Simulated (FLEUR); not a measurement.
# Ag (Im-3m) in FLEUR: a series of runs

One crystal, Ag, is run at these levels: PBEsol; tasks: single point.

All numbers are computed with FLEUR MaX-R8.1 (later development tree); they aren't measurements. Logs are shortened: lines on timing, memory, paths and dates and some standing lists are left out, and cuts for length are marked.

### 1 The crystal as given

Symmetry: Im-3m, No. 229, cubic system. Conventional cell: a = 3.311 Å, b = 3.311 Å, c = 3.311 Å, α = 90.00°, β = 90.00°, γ = 90.00°. Around Ag (site symmetry m-3m) lie 8 Ag at 2.87 Å.

This isn't the form of Ag at room conditions, which is fcc.

### 2 Single point, PBEsol

inp.xml reads:

```xml
<?xml version="1.0" encoding="UTF-8" standalone="no"?>
<fleurInput fleurInputVersion="0.39">
   <comment>
      Ag                                                                                                  
   </comment>
   <calculationSetup>
      <cutoffs Kmax="4.1" Gmax="12.7" GmaxXC="12.7" numbands="0"/>
      <scfLoop itmax="60" minDistance="0.00001" maxIterBroyd="15" imix="Anderson" alpha="0.05" precondParam="0.0" spinf="2.0" sdNocoIR="T"/>
      <coreElectrons ctail="T" frcor="F" kcrel="0" coretail_lmax="0"/>
      <xcFunctional name="PBEs" relativisticCorrections="F"/>
      <magnetism jspins="1"/>
      <soc l_soc="F" theta="0.0" phi="0.0" spav="F"/>
      <expertModes spex="0" secvar="F"/>
      <geometryOptimization l_f="T" forcealpha="1.0" forcemix="BFGS" epsdisp="0.0005" epsforce="0.0002"/>
      <ldaU l_linMix="F" mixParam="0.05" spinf="1.0"/>
   </calculationSetup>
   <cell>
      <bzIntegration valenceElectrons="19.0" mode="hist" fermiSmearingEnergy="0.00183747">
         <kPointListSelection listName="default-1"/>
         <!-- k-points included here -->
         <xi:include xmlns:xi="http://www.w3.org/2001/XInclude" href="kpts.xml"> </xi:include>
      </bzIntegration>
      <!-- symmetry operations included here -->
      <xi:include xmlns:xi="http://www.w3.org/2001/XInclude" href="sym.xml"> </xi:include>
      <bulkLattice scale="1.0">
         <bravaisMatrix>
            <row-1>   -3.1287326170984882     3.1287326170984882     3.1287326170984882</row-1>
            <row-2>    3.1287326170984882    -3.1287326170984882     3.1287326170984882</row-2>
            <row-3>    3.1287326170984882     3.1287326170984882    -3.1287326170984882</row-3>
         </bravaisMatrix>
      </bulkLattice>
   </cell>
   <atomSpecies>
      <species name="Silver (Ag)" element="Ag" atomicNumber="47">
         <mtSphere radius="2.46" gridPoints="829" logIncrement="0.016"/>
         <atomicCutoffs lmax="10" lnonsphr="10"/>
         <electronConfig flipSpins="F">
            <coreConfig>(1s1/2) (2s1/2) (2p1/2) (2p3/2) (3s1/2) (3p1/2) (3p3/2) (3d3/2) (3d5/2)</coreConfig>
            <valenceConfig>(4s1/2) (4p1/2) (4p3/2) (5s1/2) (4d3/2) (4d5/2)</valenceConfig>
            <stateOccupation state="(5s1/2)" spinUp="0.500000" spinDown="0.500000"/>
         </electronConfig>
         <energyParameters s="5" p="5" d="4" f="4"/>
         <lo type="SCLO" l="0" n="4" eDeriv="0"/>
         <lo type="SCLO" l="1" n="4" eDeriv="0"/>
         <lo type="SCLO" l="1" n="4" eDeriv="1"/>
         <lo type="SCLO" l="2" n="4" eDeriv="2"/>
         <lo type="SCLO" l="3" n="4" eDeriv="2"/>
      </species>
   </atomSpecies>
   <atomGroups>
      <atomGroup species="Silver (Ag)">
         <relPos label="                   1">.0000000000 .0000000000 .0000000000</relPos>
         <force calculate="T" relaxXYZ="TTT"/>
      </atomGroup>
   </atomGroups>
   <output dos="F" band="F" slice="F">
      <checks vchk="F" cdinf="F"/>
      <bandDOS minEnergy="-.5*Htr" maxEnergy="0.5*Htr" sigma="0.015" storeEVData="T"/>
      <vacuumDOS vacdos="F" integ="F" star="F" nstars="0" locx1="0.0" locy1="0.0" locx2="0.0" locy2="0.0" nstm="0" tworkf="0.0"/>
      <unfoldingBand unfoldBand="F" supercellX="1" supercellY="1" supercellZ="1"/>
      <plotting iplot="0" polar="F">
         <plot TwoD="T" vec1="  1.0  0.0  0.0" vec2="  0.0  1.0  0.0" vec3="  0.0  0.0  1.0" zero="  0.0  0.0  0.0" file="plot"/>
      </plotting>
      <chargeDensitySlicing numkpt="0" minEigenval="0.0" maxEigenval="0.0" nnne="0" pallst="F"/>
      <specialOutput eonly="F"/>
      <moessbauerParams electricFieldGradient="T" isomerShift="T" coreHyperfine="T" valenceHyperfine="T"/>
      <magneticCircularDichroism mcd="F" energyLo="-10.0" energyUp="0.0"/>
   </output>
  <!-- We include the file relax.xml here to enable relaxations (see documentation) -->
  <xi:include xmlns:xi="http://www.w3.org/2001/XInclude" href="relax.xml"> <xi:fallback/> </xi:include>
</fleurInput>
```

crystal.txt reads:

```
Ag
&input cartesian=F /
-1.6556540000  1.6556540000  1.6556540000
1.6556540000  -1.6556540000  1.6556540000
1.6556540000  1.6556540000  -1.6556540000
1.8897261246
1.0 1.0 1.0

1
47 0.0000000000  0.0000000000  0.0000000000

&kpt div1=11 div2=11 div3=11 gamma=T /
```

Potentials or basis: all-electron, FLAPW.

The run is started by

```sh
$ inpgen -f crystal.txt -profile fastHighL
$ # inp.xml edited to the form shown
$ fleur_MPI
```

Output:

```text
Welcome to FLEUR        (www.flapw.de)
      MaX-Release 8.1          (www.max-centre.eu)

 ========== k-point set info ==========
 Selected k-point list: default-1
 k-point list type: mesh
 11 x 11 x 11
 Number of k points: 56

 ------------Calculation Setup---------------------------
 Number of MPI-tasks      :            1
 Number of PE/node        :            1
 Number of OMP-threads    :            1
 Most efficient MPI parallelization for:
           1           2           4           7           8          14          28          56
 Additional eigenvalue parallelization possible
 Number of basis functions:          185
 Approximate size of matrices (H+S) per k-point:         0.001 GB
 --------------------------------------------------------
 Iteration:     1   Distance:      11.48493365 me/bohr^3
 Iteration:     2   Distance:       9.76550374 me/bohr^3
 Iteration:     3   Distance:       3.65377428 me/bohr^3
 Iteration:     4   Distance:       3.71663275 me/bohr^3
 Iteration:     5   Distance:       1.62878436 me/bohr^3
 Iteration:     6   Distance:       0.11658246 me/bohr^3
 Iteration:     7   Distance:       0.13429730 me/bohr^3
 Iteration:     8   Distance:       0.00499626 me/bohr^3
 Iteration:     9   Distance:       0.00726858 me/bohr^3
 Iteration:    10   Distance:       0.00053305 me/bohr^3
 Iteration:    11   Distance:       0.00002897 me/bohr^3
 Iteration:    12   Distance:       0.00002513 me/bohr^3
 Iteration:    13   Distance:       0.00000058 me/bohr^3

 ********************************************************************
 Run finished successfully
 Stop message:
   Structural relaxation: Done
 ********************************************************************
```

out.xml (last iteration):

```text
<iteration numberForCurrentRun="   14" overallNumber="   14">
         <energyParameters units="Htr">
            <atomicEP atomType="1" spin="1" branch="5s" branchLowest="-3.06" branchHighest="1.60" value="0.2046956188"/>
            <atomicEP atomType="1" spin="1" branch="5p" branchLowest="-1.71" branchHighest="2.29" value="0.3515989104"/>
            <atomicEP atomType="1" spin="1" branch="4d" branchLowest="-12.75" branchHighest="0.30" value="0.1537666832"/>
            <atomicEP atomType="1" spin="1" branch="4f" branchLowest="-9.99" branchHighest="2.32" value="0.6575796127"/>
            <loAtomicEP atomType="1" spin="1" branch="4s" branchLowest="-24.67" branchHighest="-3.06" value="-3.0691350882"/>
            <loAtomicEP atomType="1" spin="1" branch="4p" branchLowest="-20.04" branchHighest="-1.71" value="-1.7327866229"/>
            <loAtomicEP atomType="1" spin="1" branch="4p" branchLowest="-20.04" branchHighest="-1.71" value="-1.7327866229"/>
            <loAtomicEP atomType="1" spin="1" branch="4d" branchLowest="-12.75" branchHighest="0.30" value="0.1470961937"/>
            <loAtomicEP atomType="1" spin="1" branch="4f" branchLowest="-9.99" branchHighest="2.32" value="0.6575814242"/>
         </energyParameters>
         <eigenvalues>
            <eigenvaluesAt spin="1" ikpt="1" k_x="0.00000000" k_y="0.00000000" k_z="0.00000000">
                      -3.0696383516       -1.7254433578       -1.7254433578       -1.7254433578        0.0281321395
                       0.1291200507        0.1291200507        0.1291200507        0.1740628139        0.1740628139
                       0.9443599116        0.9443599116        0.9443599116        1.1460215172        1.1460215172
            </eigenvaluesAt>
            <eigenvaluesAt spin="1" ikpt="2" k_x="0.00000000" k_y="0.00000000" k_z="0.09090909">
                      -3.0695969885       -1.7258345414       -1.7255870069       -1.7254378891        0.0376063348
                       0.1269029592        0.1295109351        0.1343561422        0.1717646012        0.1742363665
                       0.9162676605        0.9392834036        0.9499974829        1.0731685086        1.0778024536
            </eigenvaluesAt>
            <eigenvaluesAt spin="1" ikpt="3" k_x="0.00000000" k_y="0.00000000" k_z="0.18181818">
                      -3.0694862699       -1.7268849747       -1.7259720290       -1.7254250595        0.0625536600
                       0.1210847550        0.1322680659        0.1490655971        0.1679306522        0.1747915701
                       0.8189135677        0.9027858715        0.9642771265        1.0031740168        1.0313055494
            </eigenvaluesAt>
            <eigenvaluesAt spin="1" ikpt="4" k_x="0.00000000" k_y="0.00000000" k_z="0.27272727">
[... 17 lines left out ...]
            <state n="2" l="0" j="0.5" energy="-136.4671439061" weight="1.0000000000"/>
            <state n="2" l="1" j="0.5" energy="-126.8081871753" weight="1.0000000000"/>
            <state n="2" l="1" j="1.5" energy="-120.3704130047" weight="2.0000000000"/>
            <state n="3" l="0" j="0.5" energy="-24.6729046988" weight="1.0000000000"/>
            <state n="3" l="1" j="0.5" energy="-20.8308470238" weight="1.0000000000"/>
            <state n="3" l="1" j="1.5" energy="-19.6945470486" weight="2.0000000000"/>
            <state n="3" l="2" j="1.5" energy="-12.8874062819" weight="2.0000000000"/>
            <state n="3" l="2" j="2.5" energy="-12.6584651607" weight="3.0000000000"/>
         </coreStates>
         <allElectronCharges>
            <spinDependentCharge spin="1" total="47.0000000" interstitial="1.3963604" mtSpheres="45.6036396"/>
            <totalCharge value="46.9999999987"/>
         </allElectronCharges>
         <moessbauerParams unitsHFF="kG" unitsIS="e/bohr^3" unitsEFG="Htr/bohr^2">
            <coreIsomerShift atomType="1" isTotal="147225.05166">
               <shell n="1" l="0" isomerShift="129267.15540"/>
               <shell n="2" l="0" isomerShift="14793.53436"/>
               <shell n="2" l="1" isomerShift="309.35621"/>
               <shell n="3" l="0" isomerShift="2792.39666"/>
               <shell n="3" l="1" isomerShift="62.60903"/>
               <shell n="3" l="2" isomerShift="0.00001"/>
            </coreIsomerShift>
            <isomerShift atomType="1" nucleusRadius="0.0001124" averageDensity="147774.25951"/>
            <electricFieldGradient atomType="1" VXX="0.00000" VYY="0.00000" VZZ="0.00000" asymParam="0.00000">
            </electricFieldGradient>
         </moessbauerParams>
         <totalEnergy                                    value="    -5314.7942354696" units="Htr">
            <sumOfEigenvalues                            value="    -3178.9971018555">
               <coreElectrons value="-3164.1316933390"/>
               <valenceElectrons value="-14.8654085165"/>
            </sumOfEigenvalues>
            <densityCoulombPotentialIntegral value="-8546.8053119380"/>
            <densityEffectivePotentialIntegral value="-8739.9324629958"/>
            <chargeDenXCDenIntegral value="-146.9318980285"/>
            <FockExchangeEnergyValence value="0.0000000000"/>
            <FockExchangeEnergyCore value="0.0000000000"/>
            <atomTypeDependentContributions atomType="1">
               <electronNucleiInteractionDifferentMTs value="6434.6981764689"/>
               <MadelungTerm value="-20.6968661436"/>
            </atomTypeDependentContributions>
            <tkbTimesEntropy value="0.0001288393"/>
            <freeEnergy value="-5314.7943643089"/>
            <extrapolationTo0K value="-5314.7942998892"/>
         </totalEnergy>
         <totalForcesOnRepresentativeAtoms units="Htr/bohr">
            <forceTotal atomType="1" x="0.000000" y="0.000000" z="0.000000" F_x="0.00000000" F_y="0.00000000" F_z="0.00000000"/>
         </totalForcesOnRepresentativeAtoms>
      </iteration>
```

It took 25 s on 1 thread of Intel Xeon Platinum 8488C (Sapphire Rapids), shared host; peak memory 0.07 GiB.

Results:

* Free energy: -144622.9223 eV
* Band gap on the k mesh: none (metal or under the smearing width)
* Valence electrons inside the program's atomic spheres: Ag 17.60 (radii Ag 2.46 bohr)

Core levels (eV from the Fermi level):
| atom | levels |
| --- | --- |
| 1 Ag | 1s1/2 -25298.6, 2s1/2 -3721.6, 2p1/2 -3458.7, 2p3/2 -3283.6, 3s1/2 -679.5, 3p1/2 -575.0, 3p3/2 -544.0, 3d3/2 -358.8, 3d5/2 -352.6 |

### 3 Single point, PBEsol (cell strained at random at fixed volume)

Edit inp.xml of step 2 so:

```diff
@@ -26,5 +26,5 @@
          <bravaisMatrix>
-            <row-1>   -3.1287326170984882     3.1287326170984882     3.1287326170984882</row-1>
-            <row-2>    3.1287326170984882    -3.1287326170984882     3.1287326170984882</row-2>
-            <row-3>    3.1287326170984882     3.1287326170984882    -3.1287326170984882</row-3>
+            <row-1>   -3.1509992600246499     3.2308156223493802     3.1709661062571732</row-1>
+            <row-2>    3.1083065674176864    -3.1416243287205097     3.0390840097474641</row-2>
+            <row-3>    3.1175586665237280     3.1081837352195878    -3.0817748126283031</row-3>
          </bravaisMatrix>
@@ -34,3 +34,3 @@
       <species name="Silver (Ag)" element="Ag" atomicNumber="47">
-         <mtSphere radius="2.46" gridPoints="829" logIncrement="0.016"/>
+         <mtSphere radius="2.46" gridPoints="819" logIncrement="0.016"/>
          <atomicCutoffs lmax="10" lnonsphr="10"/>
```

crystal.txt reads:

```
Ag
&input cartesian=F /
-1.6674370000  1.7096740000  1.6780030000
1.6448450000  -1.6624760000  1.6082140000
1.6497410000  1.6447800000  -1.6308050000
1.8897261246
1.0 1.0 1.0

1
47 0.0003600000  -0.0166410000  -0.0026680000

&kpt div1=11 div2=11 div3=11 gamma=T /
```

Potentials or basis: all-electron, FLAPW.

The run is started by

```sh
$ inpgen -f crystal.txt -profile fastHighL
$ # inp.xml edited to the form shown
$ fleur_MPI
```

It took 6.7 min on 1 thread of Intel Xeon Platinum 8488C (Sapphire Rapids), shared host; peak memory 0.1 GiB.

The run converged. Its results:

- Free energy: -144622.9197 eV
- Band gap on the k mesh: none (metal or under the smearing width)
- Valence electrons inside the program's atomic spheres: Ag 17.60 (radii Ag 2.46 bohr)

Levels at points of the mesh, in eV from the Fermi level:
| k point | band 7 | band 8 | band 9 | band 10 | band 11 | band 12 | band 13 | band 14 |
| --- | --- | --- | --- | --- | --- | --- | --- | --- |
| (0.00, 0.00, 0.00) | -4.67 | -4.48 | -3.44 | -3.36 | 17.19 | 17.55 | 17.89 | 22.44 |

Core levels (eV from the Fermi level):
| atom | levels |
| --- | --- |
| 1 Ag | 1s1/2 -25298.6, 2s1/2 -3721.6, 2p1/2 -3458.8, 2p3/2 -3283.6, 3s1/2 -679.5, 3p1/2 -575.0, 3p3/2 -544.1, 3d3/2 -358.8, 3d5/2 -352.6 |
